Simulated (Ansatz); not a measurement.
# Step by step: RbCl, relaxation of cell and atoms

Method: Ansatz 0.2.0, DFT, PBE, PAW with Ansatz's default frozen-core files, scalar-relativistic.

Command: `ansatz run input.yaml --threads 1 --pin off --max-ram 2048MiB --backend cpu --events-out ev --progress --plain --runs-dir out` The run took 15 s on 1 thread of Arm Neoverse V1, with other jobs on the host.

```yaml
crystal:
  lattice:
    - [0.0, 2.9102979194, 2.9102979194]
    - [2.9102979194, 0.0, 2.9102979194]
    - [2.9102979194, 2.9102979194, 0.0]
  atoms:
    - { symbol: Rb, position: [0.0, 0.0, 0.0] }
    - { symbol: Cl, position: [0.5, 0.5, 0.5] }
kpoints:
  mp_grid: { grid: [10, 10, 10] }
scf:
  occupations: { method: fermi_dirac, width: 0.05 }
hamiltonian:
  xc: pbe
  pseudopotentials: { kind: paw }
output:
  forces: true
  stress: true
relax:
  f_tol: 0.005
  max_steps: 80
  cell: {}
```

The cell is built from the rocksalt type as a first guess.

The cutoff is 420 eV; energies and pressures of the walk include the program's estimate of the Pulay term.

Each frame lists the cell vectors (Å), then Cartesian positions (Å); symmetry keeps all forces zero. Free energies count from the first step, -4349.8541 eV.

The walk took 9 evaluations in all; steps that aren't listed are left out.

Step 1: E = 0.0 meV, P = 17.16 GPa

```
cell 0.0000 2.9103 2.9103 2.9103 0.0000 2.9103 2.9103 2.9103 0.0000
Rb    0.0000    0.0000    0.0000
Cl    2.9103    2.9103    2.9103
```

Step 2: E = -567.6 meV, P = 7.93 GPa

```
cell 0.0000 3.0522 3.0522 3.0522 0.0000 3.0522 3.0522 3.0522 0.0000
Rb    0.0000    0.0000    0.0000
Cl    3.0522    3.0522    3.0522
```

Step 3: E = -831.8 meV, P = 2.85 GPa

```
cell 0.0000 3.1941 3.1941 3.1941 0.0000 3.1941 3.1941 3.1941 0.0000
Rb    0.0000    0.0000    0.0000
Cl    3.1941    3.1941    3.1941
```

Step 4: E = -896.6 meV, P = 0.87 GPa

```
cell 0.0000 3.2863 3.2863 3.2863 0.0000 3.2863 3.2863 3.2863 0.0000
Rb    0.0000    0.0000    0.0000
Cl    3.2863    3.2863    3.2863
```

Step 6: E = -906.2 meV, P = 0.00 GPa

```
cell 0.0000 3.3428 3.3428 3.3428 0.0000 3.3428 3.3428 3.3428 0.0000
Rb    0.0000    0.0000    0.0000
Cl    3.3428    3.3428    3.3428
```

Step 7: E = -910.9 meV, P = 0.09 GPa (the cell of the step before, solved again on a basis chosen afresh, hence the jump)

Task: How does the relaxation end?

Result: It converges, with a = 6.698 Å, b = 6.698 Å, c = 6.698 Å, α = 90.00°, β = 90.00°, γ = 90.00° (conventional cell, space group Fm-3m). The last solve (on a basis chosen afresh for the final cell, so its energy is not quite comparable) gives E = -911.0 meV, P = 0.01 GPa:
```
cell 0.0000 3.3490 3.3490 3.3490 0.0000 3.3490 3.3490 3.3490 0.0000
Rb    0.0000    0.0000    0.0000
Cl    3.3490    3.3490    3.3490
```
